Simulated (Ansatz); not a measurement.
Calculated 71Ga NMR of the central transition for GaN

Cell: a structure deposited in the COD, ions relaxed with PBE at fixed cell.

```cif
data_structure
_symmetry_space_group_name_H-M 'P 1'
_symmetry_Int_Tables_number 1
_cell_length_a 3.1800
_cell_length_b 3.1800
_cell_length_c 5.1660
_cell_angle_alpha 90.000
_cell_angle_beta 90.000
_cell_angle_gamma 120.000
_cell_volume 45.24
loop_
_atom_site_label
_atom_site_type_symbol
_atom_site_fract_x
_atom_site_fract_y
_atom_site_fract_z
_atom_site_occupancy
Ga1 Ga 0.33333 0.66667 0.00394 1
Ga2 Ga 0.66667 0.33333 0.50394 1
N3 N 0.33333 0.66667 0.38106 1
N4 N 0.66667 0.33333 0.88106 1
```

Atoms are numbered from 1 in the order listed; like atoms form one site, named after its first atom.

Method: Kohn–Sham DFT in Ansatz, r2SCAN, plane waves and PAW, scalar-relativistic, 500 eV cutoff, Γ-centred 11×11×6 k-points, Fermi–Dirac smearing 0.02 eV.

71Ga has I = 3/2 and Q = 107.0 mb (Pyykkö 2018); at 7.05 T its Larmor frequency is ν₀ = 91.8 MHz. Only the quadrupole interaction is simulated: positions count from each site's isotropic chemical shift, and J coupling is left out, as are shift anisotropy and dipolar coupling, which fast spinning averages.

Simulated pattern of one Ga site (fast magic-angle spinning, Gaussian broadening 0.05 kHz):

```csv
offset (kHz),height
-1.0354,0
-1.0049,2
-0.9744,5
-0.9439,6
-0.9134,6
-0.8829,6
-0.8525,6
-0.8220,6
-0.7915,6
-0.7610,7
-0.7305,7
-0.7000,7
-0.6695,11
-0.6390,43
-0.6085,81
-0.5780,68
-0.5476,53
-0.5171,46
-0.4866,43
-0.4561,42
-0.4256,41
-0.3951,41
-0.3646,41
-0.3341,43
-0.3036,45
-0.2732,48
-0.2427,54
-0.2122,65
-0.1817,90
-0.1512,100
-0.1207,40
-0.0902,3
```

Problem. Which |C_Q| and η does the pattern imply?

Solution. The pattern spans 0.853 kHz before broadening and its centre of gravity is at -0.398 kHz, which fixes P_Q; the places of the horns and steps fix η. That gives P_Q = 1.21 MHz, |C_Q| = 1.21 MHz and η = 0.00. The sign of C_Q can't be read from the pattern.

An axis of threefold or higher order runs through Ga, so V_zz lies along it and η is zero.
